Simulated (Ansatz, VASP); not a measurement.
# One calculation of Nb, two programs

```
CELL_PARAMETERS angstrom
0.00000 2.10793 2.10793
2.10793 0.00000 2.10793
2.10793 2.10793 0.00000
ATOMIC_POSITIONS crystal
Nb 0.00000 0.00000 0.00000
```

Change from the starting cell: volume scaled by 0.99, crystal datasets.

Alike in both runs: task electric field gradients; functional PBEsol; k mesh 13 × 13 × 13; occupations fermi-dirac, width 0.08 eV; no spin polarisation.

|  | VASP | Ansatz |
| --- | --- | --- |
| version | VASP 6.6.1 | Ansatz 0.2.0 |
| potentials or method | VASP PAW PBE potentials, release 64 (Nb_sv), cutoff 520 eV | all-electron PAW with datasets made for the crystal, scalar-relativistic |

Ansatz gave:

| Quantity | Value |
| --- | --- |
| pressure (GPa) | -5.1 |
| Vzz of the field gradient on the site that differs most (V/Å²) | 0.0 |

Q: Which values does VASP return?

A: Pressure (GPa): -5.4; Vzz of the field gradient on the site that differs most (V/Å²): 0.0.

Ansatz ran all-electron here, so the differences hold the error of VASP's frozen core and of both bases. Ansatz warned: «gradients_without_spin_orbit».

Caveats: the PAW data sets were made with another functional, which shifts forces and pressure a little (VASP).
